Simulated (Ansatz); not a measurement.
# 64-atom supercell of rocksalt BaO

What do PBEsol, HSE06 and r²SCAN give for the perfect crystal in this cell, and at what cost?

Method: density functional theory in Ansatz 0.2.0, PAW datasets, plane waves.

### 1 Starting point

64 atoms (32 O, 32 Ba); a = 10.981 Å, b = 10.981 Å, c = 10.981 Å, α = 90.00°, β = 90.00°, γ = 90.00°.

Plan of the steps: (2) PBEsol single point at the single k point (¼, ¼, ¼), on 7 threads of Arm Neoverse-V2; (3) HSE06 single point at the single k point (¼, ¼, ¼), on 7 threads of Arm Neoverse-V2; (4) r²SCAN single point at the single k point (¼, ¼, ¼), on 7 threads of Arm Neoverse-V2.

### 2 Single point with PBEsol

The input, in.yaml:

```yaml
crystal:
  lattice:
    - [10.980756, 0.000000, 0.000000]
    - [0.000000, 10.980756, 0.000000]
    - [0.000000, 0.000000, 10.980756]
  atoms:
    - { symbol: O, position: [0.250000, 0.000000, 0.000000] }
    - { symbol: O, position: [0.250000, 0.000000, 0.500000] }
    - { symbol: O, position: [0.250000, 0.500000, 0.000000] }
    - { symbol: O, position: [0.250000, 0.500000, 0.500000] }
    - { symbol: O, position: [0.750000, 0.000000, 0.000000] }
    - { symbol: O, position: [0.750000, 0.000000, 0.500000] }
    - { symbol: O, position: [0.750000, 0.500000, 0.000000] }
    - { symbol: O, position: [0.750000, 0.500000, 0.500000] }
    - { symbol: O, position: [0.000000, 0.250000, 0.000000] }
    - { symbol: O, position: [0.000000, 0.250000, 0.500000] }
    - { symbol: O, position: [0.000000, 0.750000, 0.000000] }
    - { symbol: O, position: [0.000000, 0.750000, 0.500000] }
    - { symbol: O, position: [0.500000, 0.250000, 0.000000] }
    - { symbol: O, position: [0.500000, 0.250000, 0.500000] }
    - { symbol: O, position: [0.500000, 0.750000, 0.000000] }
    - { symbol: O, position: [0.500000, 0.750000, 0.500000] }
    - { symbol: O, position: [0.000000, 0.000000, 0.250000] }
    - { symbol: O, position: [0.000000, 0.000000, 0.750000] }
    - { symbol: O, position: [0.000000, 0.500000, 0.250000] }
    - { symbol: O, position: [0.000000, 0.500000, 0.750000] }
    - { symbol: O, position: [0.500000, 0.000000, 0.250000] }
    - { symbol: O, position: [0.500000, 0.000000, 0.750000] }
    - { symbol: O, position: [0.500000, 0.500000, 0.250000] }
    - { symbol: O, position: [0.500000, 0.500000, 0.750000] }
    - { symbol: O, position: [0.250000, 0.250000, 0.250000] }
    - { symbol: O, position: [0.250000, 0.250000, 0.750000] }
    - { symbol: O, position: [0.250000, 0.750000, 0.250000] }
    - { symbol: O, position: [0.250000, 0.750000, 0.750000] }
    - { symbol: O, position: [0.750000, 0.250000, 0.250000] }
    - { symbol: O, position: [0.750000, 0.250000, 0.750000] }
    - { symbol: O, position: [0.750000, 0.750000, 0.250000] }
    - { symbol: O, position: [0.750000, 0.750000, 0.750000] }
    - { symbol: Ba, position: [0.000000, 0.000000, 0.000000] }
    - { symbol: Ba, position: [0.000000, 0.000000, 0.500000] }
    - { symbol: Ba, position: [0.000000, 0.500000, 0.000000] }
    - { symbol: Ba, position: [0.000000, 0.500000, 0.500000] }
    - { symbol: Ba, position: [0.500000, 0.000000, 0.000000] }
    - { symbol: Ba, position: [0.500000, 0.000000, 0.500000] }
    - { symbol: Ba, position: [0.500000, 0.500000, 0.000000] }
    - { symbol: Ba, position: [0.500000, 0.500000, 0.500000] }
    - { symbol: Ba, position: [0.250000, 0.250000, 0.000000] }
    - { symbol: Ba, position: [0.250000, 0.250000, 0.500000] }
    - { symbol: Ba, position: [0.250000, 0.750000, 0.000000] }
    - { symbol: Ba, position: [0.250000, 0.750000, 0.500000] }
    - { symbol: Ba, position: [0.750000, 0.250000, 0.000000] }
    - { symbol: Ba, position: [0.750000, 0.250000, 0.500000] }
    - { symbol: Ba, position: [0.750000, 0.750000, 0.000000] }
    - { symbol: Ba, position: [0.750000, 0.750000, 0.500000] }
    - { symbol: Ba, position: [0.250000, 0.000000, 0.250000] }
    - { symbol: Ba, position: [0.250000, 0.000000, 0.750000] }
    - { symbol: Ba, position: [0.250000, 0.500000, 0.250000] }
    - { symbol: Ba, position: [0.250000, 0.500000, 0.750000] }
    - { symbol: Ba, position: [0.750000, 0.000000, 0.250000] }
    - { symbol: Ba, position: [0.750000, 0.000000, 0.750000] }
    - { symbol: Ba, position: [0.750000, 0.500000, 0.250000] }
    - { symbol: Ba, position: [0.750000, 0.500000, 0.750000] }
    - { symbol: Ba, position: [0.000000, 0.250000, 0.250000] }
    - { symbol: Ba, position: [0.000000, 0.250000, 0.750000] }
    - { symbol: Ba, position: [0.000000, 0.750000, 0.250000] }
    - { symbol: Ba, position: [0.000000, 0.750000, 0.750000] }
    - { symbol: Ba, position: [0.500000, 0.250000, 0.250000] }
    - { symbol: Ba, position: [0.500000, 0.250000, 0.750000] }
    - { symbol: Ba, position: [0.500000, 0.750000, 0.250000] }
    - { symbol: Ba, position: [0.500000, 0.750000, 0.750000] }
  symmetry: { detect: false }
kpoints:
  mp_grid: { grid: [1, 1, 1], shift: [0.25, 0.25, 0.25] }
hamiltonian:
  xc: pbesol
scf:
  occupations: { method: fermi_dirac, width: 0.01 }
output:
  forces: true
  eigenvalues: true
  stress: true
  populations: true
  eigenstates: { kpoints: [[0.25, 0.25, 0.25]], e_range: [-6.0, 6.0], localisation: true }
```

On the command line:

```console
ansatz run in.yaml --threads 7 --pin off --max-ram 13300MiB --runs-dir r --events-out ev --progress --plain
```

### 3 Single point with HSE06

in.yaml: that of step 2 with these lines changed.

```diff
@@ -74,3 +74,3 @@
 hamiltonian:
-  xc: pbesol
+  xc: hse06
 scf:
@@ -80,3 +80,2 @@
   eigenvalues: true
-  stress: true
   populations: true
```

### 4 Single point with r²SCAN

in.yaml: that of step 3 with these lines changed.

```diff
@@ -74,3 +74,3 @@
 hamiltonian:
-  xc: hse06
+  xc: r2scan
 scf:
```

Q: Predict the outcome of this session. Wanted: for each run, top filled to lowest empty; energy; pressure.

As calculated:

```
 level                    time  top filled to lowest empty (eV)  energy (eV/atom)  pressure (GPa)
PBEsol    41 s (7 CPU threads)                             2.53        -3213.0450           -0.04
 HSE06  11 min (7 CPU threads)                             3.94        -3262.0553               -
r²SCAN    81 s (7 CPU threads)                             2.96        -3267.9770               -
```

**Reading.** At the same k points, PBEsol gives a spacing 1.41 eV smaller and r²SCAN gives a spacing 0.98 eV smaller than the 3.94 eV of HSE06. The price of HSE06 is about 15 times the time of PBEsol here. With one k point the spacing samples only the states that fold onto it, so it can exceed the gap over the zone.
